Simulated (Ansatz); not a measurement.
The system is NaHF2.

```
Na F H
1.0
     1.73700    1.00286    4.58333
    -1.73700    1.00286    4.58333
     0.00000   -2.00571    4.58333
Na F H
1 2 1
Direct
  0.00000 0.00000 0.00000
  0.58240 0.58240 0.58240
  0.41760 0.41760 0.41760
  0.50000 0.50000 0.50000
```

| Property | Result |
| --- | --- |
| Program | Ansatz 0.2.0 |
| Task | relaxation of cell and atoms |
| Functional | r2SCAN |
| Dispersion | D3(BJ)-ATM |
| Potentials or basis | Ansatz PAW |
| Cutoff | 500 eV (not typed: the program's choice for these potentials) |
| k mesh | 9 × 9 × 9 |
| Occupations | fermi-dirac, width 0.05 eV |
| Spin | no spin polarisation |

At the start: volume 11.98 Å³/atom.

Problem. Where does the relaxation end?

Solution. It ends after 7 steps and the volume is 11.47 Å³/atom (-4.2 %); space group R-3m (No. 166, to 0.05 Å).

The path:
```csv
step,energy change (eV),largest force (eV/Å),volume (Å³)
1,0.0000,0.1408,47.90
2,-0.0060,0.0761,47.24
3,-0.0115,0.0267,45.80
4,-0.0115,0.0066,45.89
5,-0.0100,0.0059,45.89
6,-0.0100,0.0038,45.87
7,-0.0101,0.0037,45.87
```

Final structure:
```
Na F H
1.0
     1.70233    0.98284    4.56913
    -1.70233    0.98284    4.56913
     0.00000   -1.96568    4.56913
Na F H
1 2 1
Direct
  0.00000 0.00000 0.00000
  0.58274 0.58274 0.58274
  0.41726 0.41726 0.41726
  0.50000 0.50000 0.50000
```

Caveat: the plane-wave basis is chosen anew once the cell has moved, so the energies of steps on either side of that aren't comparable; the PAW data sets come from PBE, with cores solved anew for the run's functional, which leaves a small shift of forces and pressure.
